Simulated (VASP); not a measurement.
# Re: intraband terms of a metal's spectrum

Re, Fm-3m (no. 225), 1 atom in the cell. PBE, independent-particle dielectric function; PAW potentials Re (PBE set).

## Input

INCAR.step1:
```
EDIFF = 1E-7 ; ENCUT = 260
ISMEAR = 1 ; KPAR = 4
LASPH = T ; LCHARG = T
LMAXMIX = 4 ; LWAVE = F
PREC = Accurate ; SIGMA = 0.1
```

INCAR.step2:
```
CSHIFT = 0.1 ; EDIFF = 1E-6
ENCUT = 260 ; ICHARG = 11
ISMEAR = 0 ; KPAR = 4
LASPH = T ; LCHARG = F
LMAXMIX = 4 ; LWAVE = T
NBANDS = 18 ; NEDOS = 3000
OMEGAMAX = 30 ; PREC = Accurate
SIGMA = 0.3
```

INCAR.step3, as INCAR.step2 but for:
```
- LWAVE = T
+ ALGO = None
+ ISTART = 1
+ LOPTICS = T
+ LWAVE = F
+ NELM = 1
```

INCAR.step4, as INCAR.step3 but for:
```
+ WPLASMAI = 0.03
```

INCAR.step5 to INCAR.step6 change the same tag again: WPLASMAI = 0.1, 0.3.

INCAR.step7, as INCAR.step6 but for:
```
- WPLASMAI = 0.3
+ RTIME = 5
```

INCAR.step8, as INCAR.step7 but for:
```
- RTIME = 5
+ RTIME = 1
```

INCAR.step9, as INCAR.step8 but for:
```
- RTIME = 1
+ LNABLA = T
```

INCAR.step10, as INCAR.step9 but for:
```
- ISMEAR = 0
- LNABLA = T
+ ISMEAR = -5
```

KPOINTS.step1:
```
k-points
0
Gamma
  12 12 12
```

KPOINTS.step2:
```
k-points
0
Gamma
  23 23 23
```

POSCAR:
```
Re
1.0
    0.0000000000      1.9750000000      1.9750000000
    1.9750000000      0.0000000000      1.9750000000
    1.9750000000      1.9750000000      0.0000000000
Re
1
Direct
    0.0000000000      0.0000000000      0.0000000000
```

Commands (each step's output is kept before the next begins):
```
cat potpaw_PBE.64/Re/POTCAR > POTCAR
cp INCAR.step1 INCAR
cp KPOINTS.step1 KPOINTS
mpirun -np 4 vasp_std > vasp.out
cp INCAR.step2 INCAR
cp KPOINTS.step2 KPOINTS
mpirun -np 4 vasp_std > vasp.out
cp INCAR.step3 INCAR
mpirun -np 4 vasp_std > vasp.out
cp INCAR.step4 INCAR
mpirun -np 4 vasp_std > vasp.out
cp INCAR.step5 INCAR
mpirun -np 4 vasp_std > vasp.out
cp INCAR.step6 INCAR
mpirun -np 4 vasp_std > vasp.out
cp INCAR.step7 INCAR
mpirun -np 4 vasp_std > vasp.out
cp INCAR.step8 INCAR
mpirun -np 4 vasp_std > vasp.out
cp INCAR.step9 INCAR
mpirun -np 4 vasp_std > vasp.out
cp INCAR.step10 INCAR
mpirun -np 4 vasp_std > vasp.out
```

## Result

- Bands: 18

One ground state, settings moved in the last step alone:

| Settings | Plasma frequency (eV) | Im ε at 0.5 eV | Im ε at 1 eV | Im ε at 2 eV | Im ε at 4 eV | Time (s) |
|---|---|---|---|---|---|---|
| interband part alone | 9.35 | 30.3 | 20.2 | 21.6 | 24.0 | 10 |
| Drude term, WPLASMAI 0.03 | 9.35 | 51.2 | 22.9 | 22.0 | 24.0 | 10 |
| Drude term, WPLASMAI 0.1 | 9.35 | 97.6 | 28.9 | 22.7 | 24.1 | 9 |
| Drude term, WPLASMAI 0.3 | 9.35 | 184.7 | 44.3 | 24.8 | 24.4 | 9 |
| relaxation time RTIME 5 fs | 9.35 | 116.4 | 31.6 | 23.1 | 24.1 | 8 |
| relaxation time RTIME 1 fs | 9.35 | 198.8 | 60.4 | 28.1 | 24.8 | 9 |
| transversal form (LNABLA) | 8.67 | 22.9 | 15.1 | 16.8 | 20.7 | 7 |
| tetrahedron method | – | – | – | – | – | no result |

Limits: Spin-orbit coupling is left out, which can matter with atoms this heavy.

VASP 6.6.1 took 73 s on 4 cores (Intel Xeon Platinum 8375C @ 2.90GHz (Ice Lake)), a shared host.
